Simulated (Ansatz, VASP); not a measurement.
## SnO: VASP beside Ansatz

Contents of INCAR:

```
SYSTEM = SnO
  PREC = Accurate
  ENCUT = 520
  EDIFF = 1E-6
  ISMEAR = 0
  SIGMA = 0.1
  LREAL = .FALSE.
  LASPH = .TRUE.
  NELM = 80
  ALGO = Normal
  ISIF = 2
  LWAVE = .FALSE.
  LCHARG = .FALSE.
  GGA = PE
  NBANDS = 28
```

File KPOINTS:

```
regular mesh
0
G
  6 6 4
  0 0 0
```

The input POSCAR:

```
SnO
1.0
    3.4933787500      0.0000000000      0.0000000000
   -1.7466893700      3.0253547400      0.0000000000
    0.0000000000      0.0000000000      5.7556545900
Sn O
2 2
Direct
    0.0000000000      0.0000000000      0.0000000000
    0.0000000000      0.0000000000      0.5000000000
    0.3333333300      0.6666666700      0.7500000000
    0.6666666700      0.3333333300      0.2500000000
```

Input for Ansatz:

```yaml
crystal:
  lattice:
    - [3.49337875, 0.0, 0.0]
    - [-1.74668937, 3.02535474, 0.0]
    - [0.0, 0.0, 5.75565459]
  atoms:
    - { symbol: Sn, position: [0.0, 0.0, 0.0] }
    - { symbol: Sn, position: [0.0, 0.0, 0.5] }
    - { symbol: O, position: [0.33333333, 0.66666667, 0.75] }
    - { symbol: O, position: [0.66666667, 0.33333333, 0.25] }
basis:
  ecutwfc: 420
kpoints:
  mp_grid: { grid: [6, 6, 4] }
hamiltonian:
  xc: pbe
scf:
  occupations: { method: gaussian, width: 0.1 }
  lower_state_search: "off"
output:
  forces: true
  stress: true
  eigenvalues: true
```

Alike in both runs: task single point; functional PBE; k mesh 6 × 6 × 4; occupations gaussian, width 0.1 eV; no spin polarisation.

|  | VASP | Ansatz |
| --- | --- | --- |
| version | VASP 6.6.1 | Ansatz 0.2.0 |
| potentials or method | VASP PAW PBE potentials, release 64 (Sn_d, O) | scalar-relativistic, plane waves, PAW |
| plane-wave cutoff (eV) | 520 | 420 |
| valence electrons in the cell | 40 | 40 |

VASP gave:

| Item | Value |
| --- | --- |
| gap on the k mesh at the Fermi level (eV) | none |
| pressure (GPa) | 14.4 |
| largest component of the traceless stress (GPa) | 6.36 |

**Question.** What did Ansatz give for the same quantities?

**Answer.** gap on the k mesh at the Fermi level (eV): none; pressure (GPa): 14.3; largest component of the traceless stress (GPa): 6.36.

A gap of «none» marks a metal or a gap that the smearing closes.
